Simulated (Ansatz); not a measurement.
**Ti: a test of stability by relaxation**

The task, for Ti: break the symmetry and see whether a relaxation comes back.

Computed with Ansatz 0.2.0 (DFT PBEsol, scalar-relativistic, plane waves, PAW, unless a step's input says otherwise).

1 further run of the same task is left out (set aside as unsound or not needed).

### 1 The starting structure

The structure is cubic, space group Fm-3m (No. 225). Conventional cell: a = 4.056 Å, b = 4.056 Å, c = 4.056 Å, α = 90.00°, β = 90.00°, γ = 90.00°. Around Ti (site symmetry m-3m) lie 12 Ti at 2.87 Å.

As a file:

```
Ti
1.0
     0.00000   -2.02792   -2.02792
     0.00000    2.02792   -2.02792
     4.05584    0.00000    0.00000
Ti
2
Direct
  0.50000 0.50000 0.50000
  0.00000 0.00000 0.00000
```

It is built from the cell relaxed beforehand with the same method (16.68 Å³/atom).

### 2 The undisturbed cell

Input file input.yaml:

```yaml
crystal:
  lattice:
    - [0.0, -2.0279211515, -2.0279211515]
    - [0.0, 2.0279211515, -2.0279211515]
    - [4.0558423029, 0.0, 0.0]
  atoms:
    - { symbol: Ti, position: [0.5, 0.5, 0.5] }
    - { symbol: Ti, position: [0.0, 0.0, 0.0] }
basis:
  ecutwfc: 420
kpoints:
  mp_grid: { grid: [12, 12, 8] }
hamiltonian:
  xc: pbesol
scf:
  occupations: { method: gaussian, width: 0.15 }
output:
  forces: true
  stress: true
  eigenvalues: true
  write_density: true
  write_potential: true
  elf: true
  volumetric_format: npy
```

Started as:

```sh
$ ansatz run input.yaml --threads 1 --pin off --max-ram 2560MiB --backend cpu --events-out ev --progress --plain --runs-dir out
```

The program printed (excerpt; [...] marks lines left out):

```text
Warning: RAYON_NUM_THREADS=1 ignored (pool sized by the plan → 1); use --threads N
[...]
Pseudopotentials: kind: paw
Pseudopotential: Ti, paw, valence charge 12, recommended cutoff 420 eV (normal), Ti.paw.azcp
Functional definition: PBEsol
[...]
Crystal: 2 atoms, lattice volume = 33.359 Å³
Basis set: ecut = 420 eV, 657 PW (Γ), exchange–correlation on 40×40×60 points (8 copies of the dense FFT grid, shifted against one another)
Bands: 16, of which v1, the nominal top of the filled ones, is band 12 counted from 1 (11 counted from 0)
Symmetry: 32 space group operations
Space group: Fm-3m (ITA 225), of the structure as read, at distance tolerance 3.2e-5 Å
k-points: 140 of 1152
[...]
SCF iter   1: F=—  HF=-4947.702686 eV  |F-HF|=—  |Δ(HF+E_count)|=         —  Δρ=6.79e-3  dr2=1.12e-2  ethr=1.77e-3  ⟨swp⟩=3.5  Hψ=8635  notcnv=0
[...]
SCF iter   6: F=-4947.698992 eV  HF=-4947.698992 eV  |F-HF|=1.82e-12  |Δ(HF+E_count)|=  2.98e-10  Δρ=1.59e-7  dr2=4.91e-12  ethr=3.77e-12  ⟨swp⟩=3.5  Hψ=10002  notcnv=0
[...]
SCF converged after 6 iterations
Free energy (F): -4947.698992 eV
[...]
E sigma→0 (E₀):  -4947.679578 eV
Entropy (-TS):   -0.038828 eV (-19.414 meV/atom)
Fermi energy:    13.789367 eV
[...]
--- Forces (eV/Å), atoms counted from 1 ---
  atom   1  Ti    -0.00000000    -0.00000000     0.00000000
  atom   2  Ti     0.00000000     0.00000000     0.00000000
[...]
--- Stress (GPa, compression-positive) ---
        0.163556      -0.000000       0.000000
       -0.000000      -0.020489       0.000000
        0.000000       0.000000      -0.020489
  P = ⅓ Tr σ = 0.0409 GPa (0.409 kbar)
--- Band table (eV; the first three rows and the last of 140) ---
  k-point 0: bands = ["-42.5765", "-42.3801", "-19.2219", "-18.7681", "-18.7681", "-18.4981", "-18.4964", "-18.4964", "7.6198", "11.0556", "11.9587", "14.6923", "14.6923", "14.6934", "16.4165", "16.4178"]
[...]
```

Wall time 2.4 s (1 thread of Intel Xeon Platinum 8559C (Emerald Rapids), shared host); peak memory 0.41 GiB.

Axes a, b and c in the maps are those of this run's conventional cell (a, b, c = 4.056, 4.056, 4.056 Å).

Density in a lattice plane of the grid's cell (edges 4.06 and 4.06 Å, at 0.000 of the third edge), which holds Ti.

Ten even steps from ' ' (0.17 e/Å³) to '@' (10.23 e/Å³):
```
@@%%**==..                              ..==**%%
****==::..                              ..::==**
--::::..                                  ..::::
                                                
                                                
                                                
                  ..::::--::::..                
                ..::==******==::..              
                ..==**%%@@%%**==..              
                ::==##@@@@@@##==::              
                ..==**%%@@%%**==..              
                ..::==******==::..              
                  ..::::--::::..                
                                                
                                                
                                                
--::::..                                  ..::::
****==::..                              ..::==**
@@%%**==..                              ..==**%%
@@@@##==::                              ::==##@@
```
Columns run along the first of these edges and rows up along the second, over one cell in 24 and 20 even steps from the bottom left corner. Atoms in the plane (fractional): Ti at (0.50, 0.50), Ti at (0.00, 0.00).

ELF in the same plane.

Ten even steps from ' ' (0.00) to '@' (0.75):
```
..--**%%**--..::==**%%@@@@@@%%**==::..--**%%**--
**##%%##++::..::==**##%%%%%%##**==::..::++##%%##
######++--::::--==++++++++++++++==--::::--++####
====--::..::::------::::::::::------::::..::--==
........::::::::::..............::::::::::......
::::::------::::..::--======--::..::::------::::
++++++++==--::::--++##########++--::::--==++++++
%%%%##**==::..::++##%%##**##%%##++::..::==**##%%
@@@@%%**==::..--**%%**--..--**%%**--..::==**%%@@
@@@@%%**--....--**##==      ==##**--....--**%%@@
@@@@%%**==::..--**%%**--..--**%%**--..::==**%%@@
%%%%##**==::..::++##%%##**##%%##++::..::==**##%%
++++++++==--::::--++##########++--::::--==++++++
::::::------::::..::--======--::..::::------::::
........::::::::::..............::::::::::......
====--::..::::------::::::::::------::::..::--==
######++--::::--==++++++++++++++==--::::--++####
**##%%##++::..::==**##%%%%%%##**==::..::++##%%##
..--**%%**--..::==**%%@@@@@@%%**==::..--**%%**--
    ==##**--....--**%%@@@@@@%%**--....--**##==  
```
Columns run along the first of these edges and rows up along the second, over one cell in 24 and 20 even steps from the bottom left corner. Atoms in the plane (fractional): Ti at (0.50, 0.50), Ti at (0.00, 0.00).

Both are smooth fields of the valence electrons: close to the nuclei they are not physical.

Maxima of ELF outside the ion cores: 0.75 between the atoms, 2.0 Å from Ti.

The cell is repeated 2 times, 2 atoms in all. The reference gives a free energy of -4947.6990 eV, pressure 0.04 GPa, largest force 0.000 eV/Å and gap on the mesh none (metal).

### 3 Breaking the symmetry

All atoms moved at random, sigma 0.05 Å a component. Displacements in the unstrained cell, with the mean shift removed:

| atom | ux (Å) | uy (Å) | uz (Å) |
| --- | --- | --- | --- |
| Ti1 | -0.030 | -0.020 | -0.027 |
| Ti2 | 0.030 | 0.020 | 0.027 |

### 4 The disturbed cell, one point

Input file input.yaml:

```yaml
crystal:
  lattice:
    - [0.0, -2.0279211515, -2.0279211515]
    - [0.0, 2.0279211515, -2.0279211515]
    - [4.0558423029, 0.0, 0.0]
  atoms:
    - { symbol: Ti, position: [0.5115335839, 0.5016926789, 0.4925220142] }
    - { symbol: Ti, position: [-0.0115335839, -0.0016926789, 0.0074779858] }
basis:
  ecutwfc: 420
kpoints:
  mp_grid: { grid: [12, 12, 8] }
hamiltonian:
  xc: pbesol
scf:
  occupations: { method: gaussian, width: 0.15 }
output:
  forces: true
  stress: true
  eigenvalues: true
```

Started as:

```sh
$ ansatz run input.yaml --threads 1 --pin off --max-ram 2560MiB --backend cpu --events-out ev --progress --plain --runs-dir out
```

The program printed (excerpt; [...] marks lines left out):

```text
Warning: RAYON_NUM_THREADS=1 ignored (pool sized by the plan → 1); use --threads N
[...]
[... 3 set-up lines as earlier in the session ...]
[...]
Crystal: 2 atoms, lattice volume = 33.359 Å³
Basis set: ecut = 420 eV, 657 PW (Γ), exchange–correlation on 40×40×60 points (8 copies of the dense FFT grid, shifted against one another)
Bands: 16, of which v1, the nominal top of the filled ones, is band 12 counted from 1 (11 counted from 0)
Symmetry: 2 space group operations
Space group: P-1 (ITA 2), of the structure as read, at distance tolerance 3.2e-5 Å
k-points: 580 of 1152
[...]
SCF iter   1: F=—  HF=-4947.687974 eV  |F-HF|=—  |Δ(HF+E_count)|=         —  Δρ=6.91e-3  dr2=1.18e-2  ethr=1.77e-3  ⟨swp⟩=3.4  Hψ=35907  notcnv=0
[...]
SCF iter   6: F=-4947.684143 eV  HF=-4947.684143 eV  |F-HF|=1.31e-8  |Δ(HF+E_count)|=   7.70e-8  Δρ=7.79e-6  dr2=1.95e-8  ethr=4.17e-10  ⟨swp⟩=5.0  Hψ=36722  notcnv=0
[...]
SCF converged after 6 iterations
Free energy (F): -4947.684143 eV
[...]
E sigma→0 (E₀):  -4947.664945 eV
Entropy (-TS):   -0.038395 eV (-19.198 meV/atom)
Fermi energy:    13.790447 eV
[...]
--- Forces (eV/Å), atoms counted from 1 ---
  atom   1  Ti     0.29340994     0.11116550     0.14895758
  atom   2  Ti    -0.29340994    -0.11116550    -0.14895758
[...]
--- Stress (GPa, compression-positive) ---
        0.546569       0.061534       0.078052
        0.061536       0.053586       0.077882
        0.078055       0.077882       0.187626
  P = ⅓ Tr σ = 0.2626 GPa (2.626 kbar)
--- Band table (eV; the first three rows and the last of 580) ---
  k-point 0: bands = ["-42.5770", "-42.3766", "-19.2257", "-18.7692", "-18.7679", "-18.4984", "-18.4920", "-18.4910", "7.6235", "11.0550", "11.9554", "14.6781", "14.6836", "14.7160", "16.3008", "16.4162"]
[...]
```

Run time: 7.7 s. Hardware: 1 thread of Intel Xeon Platinum 8559C (Emerald Rapids), shared host; peak memory 0.59 GiB.

### 5 Relaxing from there

Edit input.yaml of step 4 so:

```diff
@@ -20 +20,5 @@
   eigenvalues: true
+relax:
+  adjacent_minimum: "off"
+  f_tol: 0.01
+  max_steps: 80
```

Started as:

```sh
$ ansatz run input.yaml --threads 1 --pin off --max-ram 2560MiB --backend cpu --events-out ev --progress --plain --runs-dir out
```

The program printed (excerpt; [...] marks lines left out):

```text
Warning: output.stress: scf.convergence.dr2_threshold = 1e-7 eV (the SCF's general default) is looser than the 2e-10 eV advised for a printed stress (1e-10 eV for each atom of the cell: 2). What an SCF threshold leaves in a stress goes as its square root, and in the free energy as the [...]
Warning: RAYON_NUM_THREADS=1 ignored (pool sized by the plan → 1); use --threads N
[...]
[... 3 set-up lines as earlier in the session ...]
[...]
Crystal: 2 atoms, lattice volume = 33.359 Å³
Basis set: ecut = 420 eV, 657 PW (Γ), exchange–correlation on 40×40×60 points (8 copies of the dense FFT grid, shifted against one another)
Bands: 16, of which v1, the nominal top of the filled ones, is band 12 counted from 1 (11 counted from 0)
[... 2 set-up lines as earlier in the session ...]
k-points: 580 of 1152
[...]
SCF converged after 6 iterations
Free energy (F): -4947.698992 eV
[...]
E sigma→0 (E₀):  -4947.679578 eV
Entropy (-TS):   -0.038828 eV (-19.414 meV/atom)
Fermi energy:    13.789366 eV
[...]
--- Forces (eV/Å), atoms counted from 1 ---
  atom   1  Ti    -0.00056906    -0.00027997    -0.00033501
  atom   2  Ti     0.00056906     0.00027997     0.00033501
[...]
--- Stress (GPa, compression-positive) ---
        0.163557       0.000000       0.000000
        0.000000      -0.020488       0.000000
        0.000000       0.000000      -0.020488
  P = ⅓ Tr σ = 0.0409 GPa (0.409 kbar)
--- Band table (eV; the first three rows and the last of 580) ---
  k-point 0: bands = ["-42.5765", "-42.3801", "-19.2219", "-18.7681", "-18.7681", "-18.4981", "-18.4964", "-18.4964", "7.6198", "11.0556", "11.9587", "14.6923", "14.6923", "14.6934", "16.4165", "16.4178"]
[...]
--- Relaxed structure (4 steps of the walk, 4 accepted, 0 SCFs on fresh bases) ---
  F+E_penalty+E_count = -4947.69899211 eV   max|allowed force component| = 5.691e-4 eV/Å
  atoms:
    - { symbol: Ti, position: [0.499970953229702, 0.4999974005260901, 0.5000147059442497] }
    - { symbol: Ti, position: [2.9046770298010242e-5, 2.5994739098610915e-6, -1.4705944249612354e-5] }
```

Run time: 33 s. Hardware: 1 thread of Intel Xeon Platinum 8559C (Emerald Rapids), shared host; peak memory 0.61 GiB.

The steps of the relaxation:

```
step  energy from step 1 (eV/cell)  largest force component (eV/Å)
   1                        0.0000                          0.2934
   2                       -0.0144                          0.0548
   3                       -0.0148                          0.0006
   4                       -0.0148                          0.0006
```

Step 1 is the start.

### 6 Results

```
                                 quantity                                      value
                  cost of the disturbance                               7.4 meV/atom
end of the relaxation, from the reference                              +0.0 meV/atom
                        final space group  Fm-3m (tolerance 0.05 Å; reference Fm-3m)
```

**Reading.** It comes back to the reference (within 1.5 meV/atom), so the structure resists this disturbance.
